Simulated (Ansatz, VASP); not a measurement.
This is a calculation of C for Ansatz 0.2.0. This isn't the form of C at room conditions, which is graphite.

The input input.yaml:

```yaml
crystal:
  lattice:
    - [2.61972, 0.0, 0.0]
    - [0.0, 2.61972, 0.0]
    - [0.0, 0.0, 2.61972]
  atoms:
    - { symbol: C, position: [0.0, 0.5, 0.5] }
    - { symbol: C, position: [0.5, 0.0, 0.5] }
    - { symbol: C, position: [0.5, 0.5, 0.0] }
hamiltonian:
  xc: rpbe
  pseudopotentials: { kind: paw }
kpoints:
  mp_grid: { grid: [10, 10, 10] }
scf:
  occupations: { method: fermi_dirac, width: 0.05 }
output:
  forces: true
  stress: true
  eigenvalues: true
  write_density: true
  write_potential: true
  elf: true
  volumetric_format: npy
relax:
  f_tol: 0.01
  max_steps: 40
  cell: { stress_tol: 0.05 }
```

Potentials or basis: Ansatz PAW.

The run is started by

```bash
$ ansatz run input.yaml --threads 2 --pin off --max-ram 5632MiB --backend cpu --events-out ev --progress --plain --runs-dir out
```

Problem. Translate it to VASP 6.6.1. Potentials or basis there: PBE PAW files C, 600 eV.

Solution. As run (cutoffs and basis follow the program's own potentials, and thresholds, step limits or extra output files can differ):

The input INCAR:

```
  PREC = Accurate
  ENCUT = 600
  EDIFF = 1E-6
  ISMEAR = -1
  SIGMA = 0.05
  LREAL = False
  LASPH = True
  NELM = 80
  ALGO = Normal
  ISIF = 3
  LWAVE = False
  LCHARG = False
  GGA = RP
  IBRION = 2
  NSW = 60
  EDIFFG = -0.01
```

The input KPOINTS:

```
regular mesh
0
Gamma
  10 10 10
```

Contents of POSCAR:

```
C
1.0
    2.6197200000      0.0000000000      0.0000000000
    0.0000000000      2.6197200000      0.0000000000
    0.0000000000      0.0000000000      2.6197200000
C
3
Direct
    0.0000000000      0.5000000000      0.5000000000
    0.5000000000      0.0000000000      0.5000000000
    0.5000000000      0.5000000000      0.0000000000
```

Potentials or basis: VASP PAW PBE potentials, release 64 (C).

The run is started by

```console
$ cat potpaw_PBE.64/C/POTCAR > POTCAR
$ mpirun -np 1 vasp_std > vasp.out
```

Both were run:

|  | Ansatz | VASP |
| --- | --- | --- |
| Relaxed volume | 6.27 Å³/atom | 6.26 Å³/atom |
| Relaxed cell | a = 2.660 Å, b = 2.660 Å, c = 2.660 Å, α = 90.00°, β = 90.00°, γ = 90.00° | a = 2.658 Å, b = 2.658 Å, c = 2.658 Å, α = 90.00°, β = 90.00°, γ = 90.00° |
| Space group after relaxing | Pm-3m (No. 221) | Pm-3m (No. 221) |
| Pressure after relaxing | 0.0 GPa | 0.0 GPa |

Ansatz's pressure holds a Pulay term of +0.61 GPa for its cutoff of 420 eV, which the other run lacks.

Ansatz's potentials were made for PBE. VASP's potentials were made for PBE.

Where Ansatz's input types no cutoff or centring, it takes its own default and a Γ-centred mesh.

Pressure is positive in compression.
